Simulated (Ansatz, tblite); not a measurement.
BN: GFN1-xTB, run from Python

These are simulated results from tblite 0.8.0, not measurements. The cell began as a database structure and was relaxed with r2SCAN+rVV10 in plane waves (Ansatz 0.2.0). All runs are without spin polarisation.

Space group R3m (No. 160), trigonal; a = 2.500 Å, c = 9.760 Å in the conventional setting, 8.81 Å³ an atom. Around B lie 3 N at 1.44 Å; around N lie 3 B at 1.44 Å.

tblite solves periodic systems at the zone centre alone, so the script builds a cluster of 4×4×1 conventional cells (96 atoms), which folds in a coarse mesh of k points.

run.py reads:

```python
import json
from ase import Atoms
from ase.build import make_supercell
from ase.units import Bohr, GPa, Hartree
from tblite.interface import Calculator

atoms = Atoms(['B', 'N'],
              cell=[[1.25012411, 0.72175949, 3.25333041], [-1.25012411, 0.72175949, 3.25333041], [0.0, -1.44351898, 3.25333041]],
              scaled_positions=[[0.999688082, 0.999688082, 0.999688082], [0.332744918, 0.332744918, 0.332744918]],
              pbc=True)
cluster = make_supercell(atoms, [[0, 4, -4], [4, -4, 0], [-1, -1, -1]])
calc = Calculator('GFN1-xTB', cluster.numbers, cluster.positions / Bohr, lattice=cluster.cell[:] / Bohr, periodic=cluster.pbc)
calc.set('temperature', 0.02 / Hartree)
calc.set('max-iter', 150)
res = calc.singlepoint()
levels = res.get('orbital-energies') * Hartree
nv = round(res.get('orbital-occupations').sum() / 2)
cells = len(cluster) // len(atoms)
out = {'energy_per_cell': res.get('energy') * Hartree / cells, 'homo': levels[nv - 1], 'lumo': levels[nv],
       'stress': (-res.get('virial') * Hartree / cluster.get_volume() / GPa).tolist(), 'charges': res.get('charges')[:len(atoms)].tolist(), 'electrons': 2 * nv / cells}
json.dump(out, open('results.json', 'w'))
for key, value in out.items():
    print(key, value)
```

Command: `python run.py`. It took 3.2 s on 1 thread of Intel(R) Xeon(R) Platinum 8559C (Emerald Rapids), on a shared host, peak memory 0.11 GiB.

Output:

```
------------------------------------------------------------
  cycle        total energy    energy error   density error
------------------------------------------------------------
      1     -221.6246987672  -2.2392474E+02   9.9624593E-01
      2     -225.3907103925  -3.7660116E+00   5.1063927E-01
      3     -225.3930316418  -2.3212493E-03   2.2197105E-01
      4     -225.3940981654  -1.0665237E-03   9.4350843E-03
      5     -225.3951526152  -1.0544497E-03   1.8498926E-03
      6     -225.3951945082  -4.1893069E-05   7.2862249E-06
      7     -225.3951944928   1.5398882E-08   3.7009418E-05
      8     -225.3951945083  -1.5449103E-08   2.3123829E-06
------------------------------------------------------------

 total:                                   2.571 sec
energy_per_cell -127.77740928755411
homo -13.376473952636863
lumo -8.402641389041662
stress [[2.0180133686278254, -0.0003530754185443668, -4.799981862674982e-06], [-0.0003530754185440865, 2.017607080653105, -6.778197062925244e-06], [-4.799981862670222e-06, -6.778197062926065e-06, 0.6203537137149064]]
charges [0.39510953013224115, -0.3951095414882315]
electrons 8.0
```

The cycle table is in hartree for the whole cluster, and the lines after it are in eV (the energy for one cell). The printed stress is in GPa and positive in compression, and the pressure is its mean diagonal.

GFN1-xTB gives a gap of 4.97 eV. On the same cell, plane-wave PBE (Ansatz, 12×12×12 k points and the special points) gives a gap of 4.14 eV and r2SCAN a gap of 4.65 eV; on shared hosts these took about 2.7 and 6.9 core-seconds on the 2-atom cell, against 3.2 for the script. Semilocal gaps usually lie below measured ones. xTB was fitted to molecules, so gaps, charges and pressures of solids can be far off, and the gap also depends on the size of the cluster.

The same script was run on cells scaled at fixed shape and fractional coordinates:

| volume (Å³/atom) | energy (meV/atom) | pressure (GPa, positive in compression) | gap (eV) |
| --- | --- | --- | --- |
| 7.75 | 137.1 | 44.65 | 5.07 |
| 8.28 | 33.5 | 19.66 | 5.03 |
| 8.81 | 0.0 | 1.55 | 4.97 |
| 9.33 | 18.1 | -11.87 | 4.92 |
| 9.86 | 74.5 | -21.85 | 4.81 |

A Birch-Murnaghan fit puts the minimum at 8.86 Å³/atom, 0.6 % above the given cell, with a bulk modulus of 253 GPa at fixed shape.

xTB was fitted mostly to molecules, and a small cluster samples few k points, so gaps, pressures and kinks along a curve can be far from a solid's.
